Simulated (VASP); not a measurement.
# TiPt₃: molecular dynamics with a thermostat

TiPt₃, Pm-3m (no. 221), 8 atoms in the cell. PBE, molecular dynamics; PAW potentials Pt, Ti (PBE set).

Ensemble: Nose-Hoover chain; Target temperature (K): 1600.

## Input

INCAR:
```
SYSTEM = TiPt3
GGA = PE ; PREC = Normal
ENCUT = 230 ; EDIFF = 1E-6
NELMIN = 4 ; NELM = 60
ALGO = Fast ; LREAL = Auto
LASPH = .True. ; ISMEAR = -1
SIGMA = 0.069 ; ISYM = 0
LWAVE = .False. ; LCHARG = .False.
IBRION = 0 ; NSW = 60
POTIM = 3.0 ; TEBEG = 1600
ISIF = 2 ; RANDOM_SEED = 404115 0 0
MDALGO = 4 ; NHC_NCHAINS = 3
NHC_PERIOD = 30 ; KPAR = 2
```

KPOINTS:
```
k-points
0
Gamma
  3 3 2
```

POSCAR:
```
TiPt3
1.0
    3.8970000000      0.0000000000      0.0000000000
    0.0000000000      3.8970000000      0.0000000000
    0.0000000000      0.0000000000      7.7940000000
Pt Ti
6 2
Direct
    0.5000000000      0.5000000000      0.0000000000
    0.5000000000      0.5000000000      0.5000000000
    0.5000000000      0.0000000000      0.2500000000
    0.5000000000      0.0000000000      0.7500000000
    0.0000000000      0.5000000000      0.2500000000
    0.0000000000      0.5000000000      0.7500000000
    0.0000000000      0.0000000000      0.0000000000
    0.0000000000      0.0000000000      0.5000000000
```

Commands:
```
cat potpaw_PBE.64/Pt/POTCAR potpaw_PBE.64/Ti/POTCAR > POTCAR
mpirun -np 2 vasp_std > vasp.out
```

## Result

- Mean temperature (K): 1060
- Standard error of the mean temperature (K): 198
- Relative fluctuation of the kinetic energy: 0.428
- Canonical value of that fluctuation: 0.309
- Rise of the mean potential energy above the start (meV/atom): 106.2
- Electronic steps per ionic step after the first: 5.2

Course of the run:

| Time (fs) | Temperature (K) | Potential energy less the first (meV/atom) |
|---|---|---|
| 3 | 1600 | 0.0 |
| 18 | 1344 | 29.1 |
| 30 | 878 | 82.7 |
| 45 | 342 | 145.5 |
| 57 | 230 | 159.9 |
| 72 | 562 | 127.5 |
| 84 | 986 | 90.7 |
| 99 | 1305 | 77.3 |
| 111 | 1252 | 101.5 |
| 126 | 1003 | 146.3 |
| 138 | 959 | 160.6 |
| 153 | 1270 | 136.5 |
| 165 | 1659 | 102.1 |
| 180 | 1886 | 87.4 |

REPORT:
```
MDALGO =   4
           NHC_NCHAINS =   3
            NHC_PERIOD =    30
            NHC_NRESPA =    1
                NHC_NS =  1
               SCALING =       0
                 CNEXP =     9.000   14.000
           RANDOM_SEED =            404115                0                0

   original number of atomic DOF:         21
   number of independent constraints:      0
   number of active DOF:                  21

========================================
         MD step No.       1
========================================

  Atomic velocities initialized by STEP_tb

  >Nose-Hoover_chains
                       xs       vs(fs^-1)
   nhc_s>   0.72583068E-10   0.96767343E-10
   nhc_s>  -0.13889371E-03  -0.18519805E-03
   nhc_s>  -0.13888889E-03  -0.18515946E-03

  >Energies
                    E_tot             E_pot             E_kin               EPS                ES
   e_b>   -0.57168074E+02   -0.58615795E+02    0.14477216E+01    0.38296832E-04   -0.38299947E-04

  >Temperature
               T_sim     T_inst
   tmprt>   1600.000   1600.001

           RANDOM_SEED =            404115               48                0

[... steps left out ...]

========================================
         MD step No.      60
========================================

  >Nose-Hoover_chains
                       xs       vs(fs^-1)
   nhc_s>  -0.53209538E+00  -0.14636091E-02
   nhc_s>   0.16409939E+01   0.14470944E-01
   nhc_s>  -0.91479060E-01   0.20182402E-01

  >Energies
                    E_tot             E_pot             E_kin               EPS                ES
   e_b>   -0.57167156E+02   -0.57916499E+02    0.17068395E+01    0.36951035E+00   -0.13270068E+01

  >Temperature
               T_sim     T_inst
   tmprt>   1600.000   1886.374

           RANDOM_SEED =            404115               48                0
```

OSZICAR:
```
N       E                     dE             d eps       ncg     rms          rms(c)
DAV:   1     0.321191042718E+03    0.32119E+03   -0.18480E+04   848   0.861E+02
DAV:   2    -0.916568763624E+01   -0.33036E+03   -0.31416E+03   840   0.242E+02
DAV:   3    -0.615747416929E+02   -0.52409E+02   -0.49543E+02  1232   0.744E+01
DAV:   4    -0.645940983304E+02   -0.30194E+01   -0.29549E+01  1056   0.200E+01
DAV:   5    -0.646558008220E+02   -0.61702E-01   -0.61620E-01   928   0.298E+00    0.348E+01
RMM:   6    -0.608079192348E+02    0.38479E+01   -0.26606E+01   818   0.265E+01    0.153E+01
RMM:   7    -0.612748509302E+02   -0.46693E+00   -0.17255E+01   801   0.250E+01    0.157E+01
RMM:   8    -0.588798752315E+02    0.23950E+01   -0.45188E+00   807   0.136E+01    0.568E+00
RMM:   9    -0.586331286904E+02    0.24675E+00   -0.23860E+00   844   0.449E+00    0.151E+00
RMM:  10    -0.587711484712E+02   -0.13802E+00   -0.83219E-01   873   0.361E+00    0.371E+00
RMM:  11    -0.586512689556E+02    0.11988E+00   -0.12316E-01   853   0.165E+00    0.190E+00
RMM:  12    -0.586201034973E+02    0.31165E-01   -0.78496E-02   877   0.108E+00    0.713E-01
[... left out ...]
     59 T=  1887. E= -.57159084E+02 F= -.57932789E+02 E0= -.57895322E+02  EK= 0.17155E+01 SP= -.13E+01 SK= 0.39E+00
[... last step whole ...]
       N       E                     dE             d eps       ncg     rms          rms(c)
DAV:   1    -0.579164301706E+02    0.16359E-01   -0.24273E-02  1520   0.186E+00    0.241E-02
RMM:   2    -0.579164955130E+02   -0.65342E-04   -0.94723E-04   803   0.157E-01    0.369E-02
RMM:   3    -0.579164940005E+02    0.15126E-05   -0.19526E-04   871   0.664E-02    0.111E-02
RMM:   4    -0.579164983997E+02   -0.43992E-05   -0.54003E-05  1012   0.256E-02    0.811E-03
RMM:   5    -0.579164990258E+02   -0.62607E-06   -0.89871E-06   729   0.103E-02
     60 T=  1886. E= -.57159810E+02 F= -.57916499E+02 E0= -.57879693E+02  EK= 0.17142E+01 SP= -.13E+01 SK= 0.37E+00
```

Limits: 180 fs of 8 atoms are too short for converged averages; the cell is only 3.9 Å across, so each atom moves in step with near copies of itself.

VASP 6.6.1 took 224 s on 2 cores (Intel Xeon Platinum 8375C @ 2.90GHz (Ice Lake)), a shared host.
